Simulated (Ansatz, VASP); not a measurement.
**Two plane-wave programs on BP**

```
B P
1.0
     0.00000    2.27415    2.27415
     2.27415    0.00000    2.27415
     2.27415    2.27415    0.00000
B P
1 1
Direct
  0.00000 0.00000 0.00000
  0.75000 0.75000 0.75000
```

Alike in both runs: functional PBE; k mesh 10 × 10 × 10; occupations gaussian, width 0.02 eV; no spin polarisation.

Ansatz relaxed the structure, and its values are those at the end. VASP's run is a single point on that final structure, the one shown.

|  | VASP | Ansatz |
| --- | --- | --- |
| version | VASP 6.6.1 | Ansatz 0.2.0 |
| potentials or method | VASP PAW PBE potentials, release 64 (B, P) | scalar-relativistic, plane waves, PAW |
| plane-wave cutoff (eV) | 520 | 420 |
| valence electrons in the cell | 8 | 8 |

|  | VASP | Ansatz | Ansatz less VASP |
| --- | --- | --- | --- |
| gap on the k mesh at the Fermi level (eV) | 1.25 | 1.25 | +0.004 |
| least direct gap on the mesh (eV) | 3.39 | 3.39 | +0.003 |
| pressure (GPa) | -0.2 | 0.0 | +0.23 |

With one functional, cell and mesh, what is left measures potentials, basis and numerics.

A k mesh can miss the band edges.
